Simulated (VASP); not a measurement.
# CoSi (P2_13) in VASP: further runs

One crystal, CoSi, is run at these levels: PBE, PBEsol; tasks: relaxation of cell and atoms.

Everything below comes from runs of VASP 6.6.1. Logs are shortened: lines on timing, memory, paths and dates and some standing lists are left out, and cuts for length are marked.

## 1. Starting point

Symmetry: P2_13, No. 198, cubic system. Conventional cell: a = 4.429 Å, b = 4.429 Å, c = 4.429 Å, α = 90.00°, β = 90.00°, γ = 90.00°. Co (site symmetry 3) is surrounded by 7 Si at 2.32 to 2.43 Å. Si (site symmetry 3) is surrounded by 7 Co at 2.32 to 2.43 Å.

## 2. Relaxation of cell and atoms, PBE

INCAR reads:

```
  PREC = Accurate
  ENCUT = 600
  EDIFF = 1E-7
  ISMEAR = 1
  SIGMA = 0.1
  LREAL = F
  LASPH = T
  NELM = 80
  ALGO = Normal
  ISIF = 3
  LWAVE = F
  LCHARG = F
  GGA = PE
  IBRION = 2
  NSW = 90
  EDIFFG = -0.005
  KPAR = 4
```

KPOINTS reads:

```
Automatic mesh
0
Gamma
  8 8 8
```

POSCAR reads:

```
CoSi                                    
1.0
    4.4294053314      0.0000000000      0.0000000000
    0.0000000000      4.4294053314      0.0000000000
    0.0000000000     -0.0000000000      4.4294053314
  Co              Si            
     4     4
Direct
     0.1451145232526219    0.1451145232526219    0.1451145232526219
     0.3548854767473780    0.8548854767473780    0.6451145232526220
     0.6451145232526220    0.3548854767473780    0.8548854767473780
     0.8548854767473780    0.6451145232526220    0.3548854767473780
     0.8432104053820318    0.8432104053820318    0.8432104053820318
     0.6567895946179682    0.1567895946179681    0.3432104053820319
     0.3432104053820319    0.6567895946179682    0.1567895946179681
     0.1567895946179681    0.3432104053820319    0.6567895946179682
```

Potentials or basis: VASP PAW PBE potentials, release 64 (Co, Si).

Command:

```
cat potpaw_PBE.64/Co/POTCAR potpaw_PBE.64/Si/POTCAR > POTCAR
mpirun -np 4 vasp_std > vasp.out
```

OUTCAR:

```text
PREC = Accurate
   ENCUT = 600
   EDIFF = 1E-7
   ISMEAR = 1
   LREAL = F
   LASPH = T
   NELM = 80
   ISIF = 3
   GGA = PE
   IBRION = 2
   NSW = 90
   EDIFFG = -0.005

 ion  position               nearest neighbor table
   1  0.145  0.145  0.145-   5 2.32   6 2.33   7 2.33   8 2.33   6 2.43   7 2.43   8 2.43   3 2.72
                             4 2.72   2 2.72   2 2.72   4 2.72   3 2.72
   2  0.355  0.855  0.645-   6 2.32   5 2.33   7 2.33   8 2.33   5 2.43   8 2.43   7 2.43   1 2.72
                             1 2.72   3 2.72   3 2.72   4 2.72   4 2.72
   3  0.645  0.355  0.855-   7 2.32   6 2.33   5 2.33   8 2.33   8 2.43   6 2.43   5 2.43   1 2.72
                             4 2.72   2 2.72   2 2.72   4 2.72   1 2.72
   4  0.855  0.645  0.355-   8 2.32   6 2.33   7 2.33   5 2.33   7 2.43   5 2.43   6 2.43   1 2.72
                             3 2.72   2 2.72   1 2.72   2 2.72   3 2.72
   5  0.843  0.843  0.843-   1 2.32   2 2.33   3 2.33   4 2.33   2 2.43   3 2.43   4 2.43   6 2.74
                             7 2.74   8 2.74   6 2.74   8 2.74   7 2.74
   6  0.657  0.157  0.343-   2 2.32   1 2.33   3 2.33   4 2.33   1 2.43   4 2.43   3 2.43   8 2.74
                             5 2.74   5 2.74   7 2.74   7 2.74   8 2.74
   7  0.343  0.657  0.157-   3 2.32   2 2.33   1 2.33   4 2.33   4 2.43   2 2.43   1 2.43   8 2.74
                             5 2.74   8 2.74   6 2.74   6 2.74   5 2.74
   8  0.157  0.343  0.657-   4 2.32   2 2.33   3 2.33   1 2.33   3 2.43   1 2.43   2 2.43   7 2.74
                             5 2.74   7 2.74   5 2.74   6 2.74   6 2.74

  LATTYP: Found a simple cubic cell.
 ALAT       =     4.4294053314

  Lattice vectors:

 A1 = (   4.4294053314,   0.0000000000,   0.0000000000)
 A2 = (   0.0000000000,   4.4294053314,   0.0000000000)
 A3 = (   0.0000000000,   0.0000000000,   4.4294053314)

Analysis of symmetry for initial positions (statically):
=====================================================================
 Subroutine PRICEL returns:
 Original cell was already a primitive cell.

 Routine SETGRP: Setting up the symmetry group for a
 simple cubic supercell.

 Subroutine GETGRP returns: Found 12 space group operations
 (whereof  3 operations were pure point group operations)
 out of a pool of 48 trial point group operations.

The static configuration has the point symmetry C_3 .
 The point group associated with its full space group is T   .

Analysis of symmetry for dynamics (positions and initial velocities):
=====================================================================
 Subroutine PRICEL returns:
 Original cell was already a primitive cell.

 Routine SETGRP: Setting up the symmetry group for a
 simple cubic supercell.

 Subroutine GETGRP returns: Found 12 space group operations
 (whereof  3 operations were pure point group operations)
[... 124 lines left out ...]
   TEBEG  =    0.0;   TEEND  =   0.0 temperature during run
   PSTRESS=    0.0 pullay stress
   NELECT =      52.0000    total number of electrons
   NUPDOWN=      -1.0000    fix difference up-down
   EMIN   =  10.00;   EMAX   =-10.00  energy-range for DOS
   EFERMI =   0.00;   METHOD = LEGACY
   ISMEAR =     1;   SIGMA  =   0.10  broadening in eV -4-tet -1-fermi 0-gaus
   EFERMI_NEDOS =   21; number of points for ismear=-14 and -15
   IALGO  =     38    algorithm
   IMIX   =      4    mixing-type and parameters
     AMIX     =   0.40;   BMIX     =  1.00
     AMIX_MAG =   1.60;   BMIX_MAG =  1.00
  volume/ion in A,a.u.               =      10.86        73.31
  Fermi-wavevector in a.u.,A,eV,Ry     =   1.379528  2.606930 25.893214  1.903098
  Thomas-Fermi vector in A             =   2.504489
   LORBIT       =      0    0 simple, 1 ext, 2 COOP (PROOUT), +10 PAW based schemes
   GGA     = PE    functional components
   LHFCALC =     F    Hartree Fock is set to
   AEXX    =    0.0000 exact exchange contribution
   IVDW    =     0    specifies the selected vdW correction
   LEPSILON=     F    determine dielectric tensor
   LRPA    =     F    only Hartree local field effects (RPA)
 conjugate gradient relaxation of ions
 non-spin polarized calculation
 Methfessel and Paxton  Order N= 1 SIGMA  =   0.10
  energy-cutoff  :      600.00
  volume of cell :       86.90
 maximum number of plane-waves:      2945
   NGX = 17   NGY = 17   NGZ = 17

 number of electron      52.0000003 magnetization

 Free energy of the ion-electron system (eV)
  ---------------------------------------------------
  ext. energy  EPLUGINS =         0.00000000
  ---------------------------------------------------
  free energy    TOTEN  =       -54.74691819 eV

  energy without entropy =      -54.74979070  energy(sigma->0) =      -54.74787569

 E-fermi :  12.1071     XC(G=0): -12.8719

 val. band max:       12.1037130051   @ k =   0.1250   0.1250   0.1250
 cond. band min:      12.1138226743   @ k =   0.0000   0.0000   0.0000
 fundamental gap:      0.0101096692
 Fermi energy:        12.1070641857

 k-point     1 :       0.0000    0.0000    0.0000
  band No.  band energies     occupation
      1      -1.5576      2.00000
      2       3.9399      2.00000
      3       3.9399      2.00000
      4       3.9399      2.00000
      5       6.6406      2.00000
      6       6.6406      2.00000
[... 805 lines left out ...]
     30      14.1111      0.00000
     31      14.9640      0.00000

 [... further k-points ...]
[... 5 lines left out ...]
  --------------------------------------------------------------------------------------
  -------------------------------------------------------------------------------------
  Total        0.0089255      0.0089255      0.0089255      0.0000000      0.0000000      0.0000000
  in kB        0.1645527      0.1645527      0.1645527      0.0000000      0.0000000      0.0000000
  external PRESSURE =       0.1645527 kB  Pullay stress =       0.0000000 kB

 VOLUME and BASIS-vectors are now :
 -----------------------------------------------------------------------------
  energy-cutoff  :      600.00
  volume of cell :       86.90
      direct lattice vectors                 reciprocal lattice vectors
     4.429405331  0.000000000  0.000000000     0.225763940  0.000000000  0.000000000
     0.000000000  4.429405331  0.000000000     0.000000000  0.225763940  0.000000000
     0.000000000  0.000000000  4.429405331     0.000000000  0.000000000  0.225763940

 POSITION                                       TOTAL-FORCE (eV/Angst)
 -----------------------------------------------------------------------------------
      0.64277      0.64277      0.64277         0.000182      0.000182      0.000182
      1.57193      3.78663      2.85747        -0.000182     -0.000182      0.000182
      2.85747      1.57193      3.78663         0.000182     -0.000182     -0.000182
      3.78663      2.85747      1.57193        -0.000182      0.000182     -0.000182
      3.73492      3.73492      3.73492         0.000214      0.000214      0.000214
      2.90919      0.69448      1.52022        -0.000214     -0.000214      0.000214
      1.52022      2.90919      0.69448         0.000214     -0.000214     -0.000214
      0.69448      1.52022      2.90919        -0.000214      0.000214     -0.000214
 -----------------------------------------------------------------------------------
    total drift:                               -0.000000      0.000000      0.000000

  FREE ENERGIE OF THE ION-ELECTRON SYSTEM (eV)
  ---------------------------------------------------
  free  energy   TOTEN  =       -54.7469181854 eV

  energy  without entropy=      -54.7497906968  energy(sigma->0) =      -54.74787569

 reached required accuracy - stopping structural energy minimisation
```

CONTCAR:

```text
CoSi
   1.00000000000000
     4.4294053313999999    0.0000000000000000    0.0000000000000000
     0.0000000000000000    4.4294053313999999    0.0000000000000000
     0.0000000000000000    0.0000000000000000    4.4294053313999999
  Co              Si
     4     4
Direct
     0.1451145232526230    0.1451145232526230    0.1451145232526230
     0.3548854767473770    0.8548854767473770    0.6451145232526230
     0.6451145232526230    0.3548854767473770    0.8548854767473770
     0.8548854767473770    0.6451145232526230    0.3548854767473770
     0.8432104053820311    0.8432104053820311    0.8432104053820311
     0.6567895946179689    0.1567895946179689    0.3432104053820311
     0.3432104053820311    0.6567895946179689    0.1567895946179689
     0.1567895946179689    0.3432104053820311    0.6567895946179689

  0.00000000E+00  0.00000000E+00  0.00000000E+00
  0.00000000E+00  0.00000000E+00  0.00000000E+00
  0.00000000E+00  0.00000000E+00  0.00000000E+00
  0.00000000E+00  0.00000000E+00  0.00000000E+00
  0.00000000E+00  0.00000000E+00  0.00000000E+00
  0.00000000E+00  0.00000000E+00  0.00000000E+00
  0.00000000E+00  0.00000000E+00  0.00000000E+00
  0.00000000E+00  0.00000000E+00  0.00000000E+00
```

Wall time 52 s (4 MPI ranks of Intel Xeon Platinum 8259CL at 2.50GHz (Skylake/Cascade Lake), shared host); peak memory 0.28 GiB.

Results:

| Property | Result |
| --- | --- |
| Free energy | -54.7469 eV |
| Pressure after relaxing | 0.0 GPa |
| Band gap on the k mesh | none (metal or under the smearing width) |

Final structure:
```yaml
crystal:
  lattice:
    - [4.42941, 0.00000, 0.00000]
    - [0.00000, 4.42941, 0.00000]
    - [0.00000, 0.00000, 4.42941]
  atoms:
    - { symbol: Co, position: [0.14511, 0.14511, 0.14511] }
    - { symbol: Co, position: [0.35489, 0.85489, 0.64511] }
    - { symbol: Co, position: [0.64511, 0.35489, 0.85489] }
    - { symbol: Co, position: [0.85489, 0.64511, 0.35489] }
    - { symbol: Si, position: [0.84321, 0.84321, 0.84321] }
    - { symbol: Si, position: [0.65679, 0.15679, 0.34321] }
    - { symbol: Si, position: [0.34321, 0.65679, 0.15679] }
    - { symbol: Si, position: [0.15679, 0.34321, 0.65679] }
```

Caveat: the relaxation stopped at its first step, so nothing moved.

## 3. Relaxation of cell and atoms, PBEsol

This run uses another cell than the first one, of 10.93 Å³/atom, 1.006 times its volume.

INCAR reads:

```
  ALGO = Normal
  EDIFF = 1E-6
  EDIFFG = -0.01
  ENCUT = 600
  GGA = PS
  IBRION = 2
  ISIF = 3
  ISMEAR = 1
  KPAR = 4
  LASPH = True
  LCHARG = False
  LREAL = False
  LWAVE = False
  NELM = 80
  NSW = 90
  PREC = Accurate
  SIGMA = 0.1
```

KPOINTS reads:

```
k-points
0
Gamma
  8 8 8
```

POSCAR reads:

```
CoSi
1.0
    4.4380000000      0.0000000000      0.0000000000
    0.0000000000      4.4380000000      0.0000000000
    0.0000000000      0.0000000000      4.4380000000
Co Si
4 4
Direct
    0.1400000000      0.1400000000      0.1400000000
    0.3600000000      0.8600000000      0.6400000000
    0.6400000000      0.3600000000      0.8600000000
    0.8600000000      0.6400000000      0.3600000000
    0.8430000000      0.8430000000      0.8430000000
    0.6570000000      0.1570000000      0.3430000000
    0.3430000000      0.6570000000      0.1570000000
    0.1570000000      0.3430000000      0.6570000000
```

Potentials or basis: VASP PAW PBE potentials, release 64 (Co, Si).

Command:

```
cat potpaw_PBE.64/Co/POTCAR potpaw_PBE.64/Si/POTCAR > POTCAR
mpirun -np 4 vasp_std > vasp.out
```

Run time: 3.3 min. Hardware: 4 MPI ranks of Intel Xeon Platinum 8488C (Sapphire Rapids), shared host; peak memory 0.27 GiB.

Results (log left out):

```yaml
Free_energy: -59.8244 eV
Relaxed_volume: 10.55 Å³/atom
Relaxed_cell: a = 4.387 Å, b = 4.387 Å, c = 4.387 Å, α = 90.00°, β = 90.00°, γ = 90.00°
Space_group_after_relaxing_to_0.05_Å: P2_13 (No. 198)
Energy_gained_by_relaxing: 11.6 meV/atom
Ionic_steps: 10
Pressure_after_relaxing: 0.0 GPa
Band_gap_on_the_k_mesh: none (metal or under the smearing width)
```

The path:
| step | energy change (eV) | largest force (eV/Å) | pressure (GPa) | volume (Å³) |
| --- | --- | --- | --- | --- |
| 1 | 0.0000 | 0.2447 | -7.07 | 87.41 |
| 2 | 0.0241 | 0.4059 | 10.31 | 81.45 |
| 3 | -0.0678 | 0.3234 | 0.34 | 84.58 |
| 4 | -0.0830 | 0.2030 | 0.37 | 84.49 |
| 5 | -0.0926 | 0.0482 | 0.38 | 84.35 |
| 6 | -0.0927 | 0.0492 | 0.25 | 84.33 |
| 7 | -0.0928 | 0.0049 | -0.51 | 84.57 |
| 8 | -0.0929 | 0.0252 | -0.23 | 84.46 |
| 9 | -0.0930 | 0.0127 | 0.03 | 84.38 |
| 10 | -0.0930 | 0.0016 | -0.01 | 84.41 |

Final structure:
```cif
data_structure
_symmetry_space_group_name_H-M 'P 1'
_symmetry_Int_Tables_number 1
_cell_length_a 4.3866
_cell_length_b 4.3866
_cell_length_c 4.3866
_cell_angle_alpha 90.000
_cell_angle_beta 90.000
_cell_angle_gamma 90.000
_cell_volume 84.41
loop_
_atom_site_label
_atom_site_type_symbol
_atom_site_fract_x
_atom_site_fract_y
_atom_site_fract_z
_atom_site_occupancy
Co1 Co 0.14575 0.14575 0.14575 1
Co2 Co 0.35425 0.85425 0.64575 1
Co3 Co 0.64575 0.35425 0.85425 1
Co4 Co 0.85425 0.64575 0.35425 1
Si1 Si 0.84333 0.84333 0.84333 1
Si2 Si 0.65667 0.15667 0.34333 1
Si3 Si 0.34333 0.65667 0.15667 1
Si4 Si 0.15667 0.34333 0.65667 1
```

Levels at points of the mesh, in eV from the Fermi level:
```
           k point  band 24  band 25  band 26  band 27  band 28  band 29
(0.00, 0.00, 0.00)    -0.80     0.01     0.01     0.01     2.67     2.67
(0.50, 0.00, 0.00)    -0.66    -0.49    -0.49     1.06     1.06     1.61
(0.50, 0.50, 0.00)    -1.02    -0.03    -0.03     0.64     0.64     2.14
(0.50, 0.50, 0.50)    -1.26    -0.22    -0.22    -0.22    -0.22     5.64
```

Caveat: the PAW data sets were made with another functional, which shifts forces and pressure a little.

## 4. Relaxation of cell and atoms, PBEsol

This run uses another cell than the first one, of 10.55 Å³/atom, 0.971 times its volume.

Edit INCAR of step 3 so:

```diff
@@ -1,4 +1,4 @@
   ALGO = Normal
-  EDIFF = 1E-6
-  EDIFFG = -0.01
+  EDIFF = 1E-7
+  EDIFFG = -0.005
   ENCUT = 600
```

KPOINTS is that of step 3.

POSCAR reads:

```
CoSi                                    
1.0
    4.3865828316     -0.0000000000      0.0000000000
    0.0000000000      4.3865828316     -0.0000000000
   -0.0000000000      0.0000000000      4.3865828316
  Co              Si            
     4     4
Direct
     0.1457490868802596    0.1457490868802596    0.1457490868802596
     0.3542509131197404    0.8542509131197406    0.6457490868802594
     0.6457490868802594    0.3542509131197404    0.8542509131197406
     0.8542509131197406    0.6457490868802594    0.3542509131197404
     0.8433334719475574    0.8433334719475574    0.8433334719475574
     0.6566665280524426    0.1566665280524427    0.3433334719475573
     0.3433334719475573    0.6566665280524426    0.1566665280524427
     0.1566665280524427    0.3433334719475573    0.6566665280524426
```

Command:

```
cat potpaw_PBE.64/Co/POTCAR potpaw_PBE.64/Si/POTCAR > POTCAR
mpirun -np 4 vasp_std > vasp.out
```

Run time: 36 s. Hardware: 4 MPI ranks of Intel Xeon Platinum 8488C (Sapphire Rapids), shared host; peak memory 0.27 GiB.

It converged, with:

| Property | Result |
| --- | --- |
| Free energy | -59.8233 eV |
| Pressure after relaxing | 0.0 GPa |
| Band gap on the k mesh | none (metal or under the smearing width) |

Final structure:
```yaml
crystal:
  lattice:
    - [4.38658, 0.00000, 0.00000]
    - [0.00000, 4.38658, 0.00000]
    - [0.00000, 0.00000, 4.38658]
  atoms:
    - { symbol: Co, position: [0.14575, 0.14575, 0.14575] }
    - { symbol: Co, position: [0.35425, 0.85425, 0.64575] }
    - { symbol: Co, position: [0.64575, 0.35425, 0.85425] }
    - { symbol: Co, position: [0.85425, 0.64575, 0.35425] }
    - { symbol: Si, position: [0.84333, 0.84333, 0.84333] }
    - { symbol: Si, position: [0.65667, 0.15667, 0.34333] }
    - { symbol: Si, position: [0.34333, 0.65667, 0.15667] }
    - { symbol: Si, position: [0.15667, 0.34333, 0.65667] }
```

Levels at points of the mesh, in eV from the Fermi level:
| k point | band 24 | band 25 | band 26 | band 27 | band 28 | band 29 |
| --- | --- | --- | --- | --- | --- | --- |
| (0.00, 0.00, 0.00) | -0.80 | 0.01 | 0.01 | 0.01 | 2.67 | 2.67 |
| (0.50, 0.00, 0.00) | -0.66 | -0.49 | -0.49 | 1.06 | 1.06 | 1.61 |
| (0.50, 0.50, 0.00) | -1.02 | -0.03 | -0.03 | 0.64 | 0.64 | 2.14 |
| (0.50, 0.50, 0.50) | -1.26 | -0.22 | -0.22 | -0.22 | -0.22 | 5.64 |

Caveat: the relaxation stopped at its first step, so nothing moved; the PAW data sets were made with another functional, which shifts forces and pressure a little. Spin polarisation is off, so any magnetic state and its effect on volume and gap are missing.
